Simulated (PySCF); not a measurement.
Identify the unknown among the candidates.

All candidates are C6H6O.

| technique | computed result |
| --- | --- |
| UV, strongest line | among the 8 lowest singlet transitions: S7 at 7.66 eV (162 nm, f = 0.219) [TDDFT wB97X-D/def2-SVPD] |
| Polarisability | 73.1 au [wB97X-D/def2-SVPD] |
| UV, first state | lowest singlet excitation: 4.10 eV (303 nm, f = 0.000) [TDDFT wB97X-D/def2-SVPD] |
| Rotational structure | rotational constants A, B, C: 7.138, 1.440, 1.259 GHz [GFN2-xTB] |
| Triplet | lowest triplet excitation (Tamm–Dancoff): 3.58 eV [TDA wB97X-D/def2-SVPD] |
| Dipole | 3.04 D [wB97X-D/def2-SVPD] |

Gas-phase values; electronic properties from PySCF, density fitting. Levels stand in brackets. One conformer (not necessarily the lowest) at the GFN2-xTB geometry, without solvent, vibrations or thermal averaging.

**Question.** Which candidate is it?
A. `Oc1ccccc1`
B. `C#CC(=O)CC=C`
C. `C#CC(=O)C1CC1`

**Answer.** B. It is `C#CC(=O)CC=C`. Numbering: `[CH:1]#[C:2][C:3](=[O:4])[CH2:5][CH:6]=[CH2:7]`. Its formula, C6H6O, gives 4 degrees of unsaturation: 0 rings and 4 π bonds in the structure found. The optimised geometry has point group C1 and is an asymmetric top.

The others, at the same levels:
- `C#CC(=O)C1CC1` fails: its computed strongest line among the 8 lowest singlet transitions is S4 at 6.65 eV (186 nm, f = 0.183) (against S7 at 7.66 eV), static isotropic polarisability is 68.8 au (against 73.1 au) and rotational constant A is 3.828 GHz (against 7.138 GHz).
- `Oc1ccccc1` fails: its computed lowest singlet excitation is 5.27 eV (235 nm, f = 0.032) (against 4.10 eV), lowest triplet excitation (Tamm–Dancoff) is 4.22 eV (against 3.58 eV) and strongest line among the 8 lowest singlet transitions is S4 at 7.10 eV (175 nm, f = 0.634) (against S7 at 7.66 eV).

Each candidate is one conformer, not necessarily the lowest. Dipoles, sizes and rotational constants follow the conformer. The torsions of the flexible species, by atom-mapped SMILES:
- `[CH:1]#[C:2][C:3](=[O:4])[CH2:5][CH:6]=[CH2:7]`: C2–C3–C5–C6 178°, C3–C5–C6–C7 -120°
- `[CH:1]#[C:2][C:3](=[O:4])[CH:5]1[CH2:6][CH2:7]1`: C2–C3–C5–C6 34°
- `[OH:1][c:2]1[cH:3][cH:4][cH:5][cH:6][cH:7]1`: H–O1–C2–C3 180°
